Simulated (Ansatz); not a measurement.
# AlN: a line through a two-coordinate scan

One line of a two-coordinate grid on AlN (Fm-3m, No. 225; 2 atoms in the cell): length along [111] over the lengths across it is varied, at volume per atom = 8.71 Å³.

Computed with Ansatz 0.2.0 (DFT PBEsol, scalar-relativistic, plane waves, PAW, unless a step's input says otherwise).

17 further runs of the same task are left out: 17 set aside as unsound or not needed.

## (1) Starting point

The structure is cubic, space group Fm-3m (No. 225). Conventional cell: a = 4.045 Å, b = 4.045 Å, c = 4.045 Å, α = 90.00°, β = 90.00°, γ = 90.00°. Al (site symmetry m-3m) has 6 N at 2.02 Å as nearest neighbours. N (site symmetry m-3m) is surrounded by 6 Al at 2.02 Å.

Structure file:

```
Al N
1.0
     0.00000    2.02227    2.02227
     2.02227    0.00000    2.02227
     2.02227    2.02227    0.00000
Al N
1 1
Cartesian
  2.0223 2.0223 2.0223
  0.0000 0.0000 0.0000
```

It goes back to an entry of the Materials Project, which need not be the stable form.

This cell was relaxed beforehand with the same method: volume 8.27 Å³/atom, gap on the mesh 4.55 eV.

## (2) The scan

The energy is mapped over volume and the cell's shape.

- volume per atom: 7 values from 6.95 to 9.59 Å³
- length along [111] over the lengths across it, relative to the cubic cell: 7 values from 0.886 to 1.128

Nothing else is relaxed (symmetry fixes all fractional coordinates). Energies count from the relaxed crystal. Points are written as (first, second).

## (3) Point (8.71 Å³, 0.923)

input.yaml

```yaml
crystal:
  lattice:
    - [-0.1087709322, 2.0046539162, 2.0046539162]
    - [2.0046539162, -0.1087709322, 2.0046539162]
    - [2.0046539162, 2.0046539162, -0.1087709322]
  atoms:
    - { symbol: Al, position: [0.5, 0.5, 0.5] }
    - { symbol: "N", position: [0.0, 0.0, 0.0] }
basis:
  ecutwfc: 520.0
kpoints:
  mp_grid: { grid: [10, 10, 10] }
hamiltonian:
  xc: pbesol
  pseudopotentials: { kind: paw, azcp: { folder: soft_1 } }
scf:
  occupations: { method: gaussian, width: 0.05 }
output:
  forces: true
  stress: true
  eigenvalues: true
```

Command:

```sh
> ansatz run input.yaml --threads 1 --pin off --max-ram 2048MiB --backend cpu --events-out ev --progress --plain --runs-dir out
```

Output, shortened:

```text
Warning: <dir> the record states the generating functional pbe (its physics header spells it `PBE`), which answers neither for hamiltonian.xc's functional nor for the pbesol family's — results may be inconsistent (PPs are generated against a specific XC)
[...]
Warning: RAYON_NUM_THREADS=1 ignored (pool sized by the plan → 1); use --threads N
[...]
Pseudopotentials: kind: paw
Pseudopotential: Al, paw, valence charge 3, recommended cutoff 420 eV (normal), <dir>
Pseudopotential: N, paw, valence charge 5, recommended cutoff 420 eV (normal), <dir>
Functional definition: PBEsol
[...]
Crystal: 2 atoms, lattice volume = 17.422 Å³
Basis set: ecut = 520 eV, 483 PW (Γ), exchange–correlation on 48×48×48 points (8 copies of the dense FFT grid, shifted against one another)
Bands: 8, of which v1, the nominal top of the filled ones, is band 4 counted from 1 (3 counted from 0)
Symmetry: 12 space group operations
Space group: R-3m (ITA 166), of the structure as read, at distance tolerance 2.6e-5 Å
k-points: 116 of 1000
[...]
SCF iter   1: F=—  HF=-906.499339 eV  |F-HF|=—  |Δ(HF+E_count)|=         —  Δρ=1.16e-1  dr2=2.78e0  ethr=3.10e-3  ⟨swp⟩=4.3  Hψ=6341  notcnv=0
[...]
SCF iter   6: F=-905.596700 eV  HF=-905.596700 eV  |F-HF|=9.09e-10  |Δ(HF+E_count)|=   4.72e-8  Δρ=9.45e-6  dr2=5.80e-9  ethr=1.25e-9  ⟨swp⟩=5.1  Hψ=4743  notcnv=0
[...]
SCF converged after 6 iterations
Free energy (F): -905.596700 eV
[...]
E sigma→0 (E₀):  -905.596700 eV
Fermi energy:    12.546076 eV
[...]
--- Forces (eV/Å), atoms counted from 1 ---
  atom   1  Al     0.00000000     0.00000000     0.00000000
  atom   2  N     -0.00000000    -0.00000000    -0.00000000
[...]
--- Stress (GPa, compression-positive) ---
      -11.806150      14.072235      14.072235
       14.072235     -11.806150      14.072235
       14.072235      14.072235     -11.806150
  P = ⅓ Tr σ = -11.8061 GPa (-118.061 kbar)
--- Band table (eV; the first three rows and the last of 116) ---
  k-point 0: bands = ["-6.6450", "10.0997", "10.0997", "11.0629", "15.1060", "21.4372", "21.4372", "24.1661"]
[...]
```

Wall time 1.7 s (1 thread of Intel Xeon Platinum 8259CL at 2.50GHz (Skylake/Cascade Lake), shared host); peak memory 0.34 GiB.

On the map this point reads 81 meV/atom.

## (4) Point (8.71 Å³, 1.000)

input.yaml, as its differences from that of step 3:

```diff
@@ -2,5 +2,5 @@
   lattice:
-    - [-0.1087709322, 2.0046539162, 2.0046539162]
-    - [2.0046539162, -0.1087709322, 2.0046539162]
-    - [2.0046539162, 2.0046539162, -0.1087709322]
+    - [0.0, 2.0575765638, 2.0575765638]
+    - [2.0575765638, 0.0, 2.0575765638]
+    - [2.0575765638, 2.0575765638, 0.0]
   atoms:
```

Command:

```sh
> ansatz run input.yaml --threads 1 --pin off --max-ram 2048MiB --backend cpu --events-out ev --progress --plain --runs-dir out
```

Output, shortened:

```text
Warning: <dir> the record states the generating functional pbe (its physics header spells it `PBE`), which answers neither for hamiltonian.xc's functional nor for the pbesol family's — results may be inconsistent (PPs are generated against a specific XC)
[...]
Warning: RAYON_NUM_THREADS=1 ignored (pool sized by the plan → 1); use --threads N
[...]
[... 4 set-up lines as earlier in the session ...]
[...]
Crystal: 2 atoms, lattice volume = 17.422 Å³
Basis set: ecut = 520 eV, 459 PW (Γ), exchange–correlation on 48×48×48 points (8 copies of the dense FFT grid, shifted against one another)
Bands: 8, of which v1, the nominal top of the filled ones, is band 4 counted from 1 (3 counted from 0)
Symmetry: 48 space group operations
Space group: Fm-3m (ITA 225), of the structure as read, at distance tolerance 2.6e-5 Å
k-points: 47 of 1000
[...]
SCF iter   1: F=—  HF=-906.621706 eV  |F-HF|=—  |Δ(HF+E_count)|=         —  Δρ=1.16e-1  dr2=2.77e0  ethr=3.10e-3  ⟨swp⟩=4.3  Hψ=2539  notcnv=0
[...]
SCF iter   6: F=-905.724043 eV  HF=-905.724043 eV  |F-HF|=1.19e-9  |Δ(HF+E_count)|=   3.74e-8  Δρ=6.81e-6  dr2=3.20e-9  ethr=1.25e-9  ⟨swp⟩=5.1  Hψ=1944  notcnv=0
[...]
SCF converged after 6 iterations
Free energy (F): -905.724043 eV
[...]
E sigma→0 (E₀):  -905.724043 eV
Fermi energy:    12.432152 eV
[...]
--- Forces (eV/Å), atoms counted from 1 ---
  atom   1  Al     0.00000000    -0.00000000     0.00000000
  atom   2  N     -0.00000000     0.00000000    -0.00000000
[...]
--- Stress (GPa, compression-positive) ---
      -12.282228      -0.000000      -0.000000
       -0.000000     -12.282228       0.000000
       -0.000000      -0.000000     -12.282228
  P = ⅓ Tr σ = -12.2822 GPa (-122.822 kbar)
--- Band table (eV; the first three rows and the last of 47) ---
  k-point 0: bands = ["-6.6626", "10.3994", "10.3994", "10.3994", "15.3140", "22.2116", "22.2116", "22.2116"]
[...]
```

Wall time 0.94 s (1 thread of Intel Xeon Platinum 8259CL at 2.50GHz (Skylake/Cascade Lake), shared host); peak memory 0.32 GiB.

That is 18 meV/atom from the zero.

## (5) Grid point (8.71 Å³, 1.041)

input.yaml, as its differences from that of step 4:

```diff
@@ -2,5 +2,5 @@
   lattice:
-    - [0.0, 2.0575765638, 2.0575765638]
-    - [2.0575765638, 0.0, 2.0575765638]
-    - [2.0575765638, 2.0575765638, 0.0]
+    - [0.055492168, 2.0856934363, 2.0856934363]
+    - [2.0856934363, 0.055492168, 2.0856934363]
+    - [2.0856934363, 2.0856934363, 0.055492168]
   atoms:
```

Command:

```sh
> ansatz run input.yaml --threads 1 --pin off --max-ram 2048MiB --backend cpu --events-out ev --progress --plain --runs-dir out
```

Output, shortened:

```text
Warning: <dir> the record states the generating functional pbe (its physics header spells it `PBE`), which answers neither for hamiltonian.xc's functional nor for the pbesol family's — results may be inconsistent (PPs are generated against a specific XC)
[...]
Warning: RAYON_NUM_THREADS=1 ignored (pool sized by the plan → 1); use --threads N
[...]
[... 4 set-up lines as earlier in the session ...]
[...]
Crystal: 2 atoms, lattice volume = 17.422 Å³
Basis set: ecut = 520 eV, 489 PW (Γ), exchange–correlation on 48×48×48 points (8 copies of the dense FFT grid, shifted against one another)
Bands: 8, of which v1, the nominal top of the filled ones, is band 4 counted from 1 (3 counted from 0)
[... 2 set-up lines as earlier in the session ...]
k-points: 116 of 1000
[...]
SCF iter   1: F=—  HF=-906.588127 eV  |F-HF|=—  |Δ(HF+E_count)|=         —  Δρ=1.16e-1  dr2=2.77e0  ethr=3.10e-3  ⟨swp⟩=4.3  Hψ=6292  notcnv=0
[...]
SCF iter   6: F=-905.689139 eV  HF=-905.689139 eV  |F-HF|=1.03e-9  |Δ(HF+E_count)|=   1.98e-8  Δρ=7.78e-6  dr2=4.18e-9  ethr=1.25e-9  ⟨swp⟩=5.1  Hψ=4730  notcnv=0
[...]
SCF converged after 6 iterations
Free energy (F): -905.689139 eV
[...]
E sigma→0 (E₀):  -905.689139 eV
Fermi energy:    12.460888 eV
[...]
--- Forces (eV/Å), atoms counted from 1 ---
  atom   1  Al     0.00000000    -0.00000000     0.00000000
  atom   2  N     -0.00000000    -0.00000000     0.00000000
[...]
--- Stress (GPa, compression-positive) ---
      -12.146436      -8.095832      -8.095832
       -8.095832     -12.146436      -8.095832
       -8.095832      -8.095832     -12.146436
  P = ⅓ Tr σ = -12.1464 GPa (-121.464 kbar)
--- Band table (eV; the first three rows and the last of 116) ---
  k-point 0: bands = ["-6.6580", "10.0279", "10.5947", "10.5947", "15.2342", "21.5442", "22.6064", "22.6064"]
[...]
```

It took 1.7 s on 1 thread of Intel Xeon Platinum 8259CL at 2.50GHz (Skylake/Cascade Lake), shared host; peak memory 0.34 GiB.

That is 35 meV/atom from the zero.

## (6) The run at (8.71 Å³, 1.084)

input.yaml, as its differences from that of step 5:

```diff
@@ -2,5 +2,5 @@
   lattice:
-    - [0.055492168, 2.0856934363, 2.0856934363]
-    - [2.0856934363, 0.055492168, 2.0856934363]
-    - [2.0856934363, 2.0856934363, 0.055492168]
+    - [0.1117773594, 2.1149558432, 2.1149558432]
+    - [2.1149558432, 0.1117773594, 2.1149558432]
+    - [2.1149558432, 2.1149558432, 0.1117773594]
   atoms:
```

Command:

```sh
> ansatz run input.yaml --threads 1 --pin off --max-ram 2048MiB --backend cpu --events-out ev --progress --plain --runs-dir out
```

Output, shortened:

```text
Warning: <dir> the record states the generating functional pbe (its physics header spells it `PBE`), which answers neither for hamiltonian.xc's functional nor for the pbesol family's — results may be inconsistent (PPs are generated against a specific XC)
[...]
Warning: RAYON_NUM_THREADS=1 ignored (pool sized by the plan → 1); use --threads N
[...]
[... 4 set-up lines as earlier in the session ...]
[...]
Crystal: 2 atoms, lattice volume = 17.422 Å³
Basis set: ecut = 520 eV, 477 PW (Γ), exchange–correlation on 48×48×48 points (8 copies of the dense FFT grid, shifted against one another)
Bands: 8, of which v1, the nominal top of the filled ones, is band 4 counted from 1 (3 counted from 0)
[... 2 set-up lines as earlier in the session ...]
k-points: 116 of 1000
[...]
SCF iter   1: F=—  HF=-906.483599 eV  |F-HF|=—  |Δ(HF+E_count)|=         —  Δρ=1.16e-1  dr2=2.78e0  ethr=3.10e-3  ⟨swp⟩=4.3  Hψ=6327  notcnv=0
[...]
SCF iter   6: F=-905.580716 eV  HF=-905.580716 eV  |F-HF|=5.47e-10  |Δ(HF+E_count)|=   1.09e-7  Δρ=1.09e-5  dr2=7.65e-9  ethr=1.25e-9  ⟨swp⟩=5.1  Hψ=4739  notcnv=0
[...]
SCF converged after 6 iterations
Free energy (F): -905.580716 eV
[...]
E sigma→0 (E₀):  -905.580716 eV
Fermi energy:    12.424958 eV
[...]
--- Forces (eV/Å), atoms counted from 1 ---
  atom   1  Al     0.00000000     0.00000000    -0.00000000
  atom   2  N      0.00000000     0.00000000     0.00000000
[...]
--- Stress (GPa, compression-positive) ---
      -11.711275     -16.803192     -16.803192
      -16.803192     -11.711275     -16.803192
      -16.803192     -16.803192     -11.711275
  P = ⅓ Tr σ = -11.7113 GPa (-117.113 kbar)
--- Band table (eV; the first three rows and the last of 116) ---
  k-point 0: bands = ["-6.6439", "9.6373", "10.8204", "10.8204", "14.9648", "21.1447", "22.9993", "22.9993"]
[...]
```

Wall time 1.7 s (1 thread of Intel Xeon Platinum 8259CL at 2.50GHz (Skylake/Cascade Lake), shared host); peak memory 0.35 GiB.

Energy on the map's scale: 89 meV/atom.

## (7) Grid point (8.71 Å³, 1.128)

input.yaml, as its differences from that of step 6:

```diff
@@ -2,5 +2,5 @@
   lattice:
-    - [0.1117773594, 2.1149558432, 2.1149558432]
-    - [2.1149558432, 0.1117773594, 2.1149558432]
-    - [2.1149558432, 2.1149558432, 0.1117773594]
+    - [0.1689237597, 2.1454108079, 2.1454108079]
+    - [2.1454108079, 0.1689237597, 2.1454108079]
+    - [2.1454108079, 2.1454108079, 0.1689237597]
   atoms:
```

Command:

```sh
> ansatz run input.yaml --threads 1 --pin off --max-ram 2048MiB --backend cpu --events-out ev --progress --plain --runs-dir out
```

Output, shortened:

```text
Warning: <dir> the record states the generating functional pbe (its physics header spells it `PBE`), which answers neither for hamiltonian.xc's functional nor for the pbesol family's — results may be inconsistent (PPs are generated against a specific XC)
[...]
Warning: RAYON_NUM_THREADS=1 ignored (pool sized by the plan → 1); use --threads N
[...]
[... 4 set-up lines as earlier in the session ...]
[...]
Crystal: 2 atoms, lattice volume = 17.422 Å³
Basis set: ecut = 520 eV, 471 PW (Γ), exchange–correlation on 48×48×48 points (8 copies of the dense FFT grid, shifted against one another)
Bands: 8, of which v1, the nominal top of the filled ones, is band 4 counted from 1 (3 counted from 0)
[... 2 set-up lines as earlier in the session ...]
k-points: 116 of 1000
[...]
SCF iter   1: F=—  HF=-906.302713 eV  |F-HF|=—  |Δ(HF+E_count)|=         —  Δρ=1.16e-1  dr2=2.80e0  ethr=3.10e-3  ⟨swp⟩=4.3  Hψ=6346  notcnv=0
[...]
SCF iter   6: F=-905.393535 eV  HF=-905.393535 eV  |F-HF|=4.26e-10  |Δ(HF+E_count)|=   6.60e-7  Δρ=1.57e-5  dr2=1.38e-8  ethr=1.25e-9  ⟨swp⟩=2.5  Hψ=3494  notcnv=0
the search or the solves at the SCF's close seem to have found levels that the self-consistency loop had missed (the run counts 1). By its estimate they hold under 1e-12 electrons; where the run keeps them, the occupations were computed again with them
[...]
SCF converged after 6 iterations
Free energy (F): -905.393535 eV
[...]
E sigma→0 (E₀):  -905.393535 eV
Fermi energy:    12.380666 eV
[...]
--- Forces (eV/Å), atoms counted from 1 ---
  atom   1  Al    -0.00000000    -0.00000000    -0.00000000
  atom   2  N      0.00000000    -0.00000000     0.00000000
[...]
--- Stress (GPa, compression-positive) ---
      -10.928516     -26.054525     -26.054525
      -26.054525     -10.928516     -26.054525
      -26.054525     -26.054525     -10.928516
  P = ⅓ Tr σ = -10.9285 GPa (-109.285 kbar)
--- Band table (eV; the first three rows and the last of 116) ---
  k-point 0: bands = ["-6.6203", "9.2332", "11.0764", "11.0764", "14.4932", "21.0216", "23.3846", "23.3846"]
[...]
```

Wall time 2.2 s (1 thread of Intel Xeon Platinum 8259CL at 2.50GHz (Skylake/Cascade Lake), shared host); peak memory 0.35 GiB.

On the map this point reads 183 meV/atom.

## (8) What came out

| length along [111] over the lengths across it, relative to the cubic cell | step | energy (meV/atom) | slope (meV/atom per unit) | pressure (GPa) | band gap on the k-mesh (eV) |
| --- | --- | --- | --- | --- | --- |
| 0.886 | – | 156 | −2441 | −11.25 | 2.34 |
| 0.923 | 3 | 81 | −1658 | −11.81 | 2.97 |
| 0.961 | – | 34 | −840 | −12.16 | 3.58 |
| 1.000 | 4 | 18 | 0 | −12.28 | 4.07 |
| 1.041 | 5 | 35 | 846 | −12.15 | 3.73 |
| 1.084 | 6 | 89 | 1686 | −11.71 | 3.21 |
| 1.128 | 7 | 183 | 2511 | −10.93 | 2.61 |

Energies count from the relaxed crystal. Rows without a step come from runs not printed here or follow by symmetry. Slopes come from the forces (and the stress, where the cell changes), not from differences of energies.

**Reading.** The lowest point of the line is at 1.000, 18 meV/atom from the zero. Energies and slopes round the minimum, fitted together, put the minimum at 1.0000, with a curvature of about 21000 meV/atom per (unit)². The highest point computed, at 1.128, lies 165 meV/atom above the lowest. This is one cut through a surface in two coordinates; the map's lowest point lies off it.

These are semilocal Kohn-Sham gaps, which aren't the measured quantity. Such gaps usually fall short of the measured ones.
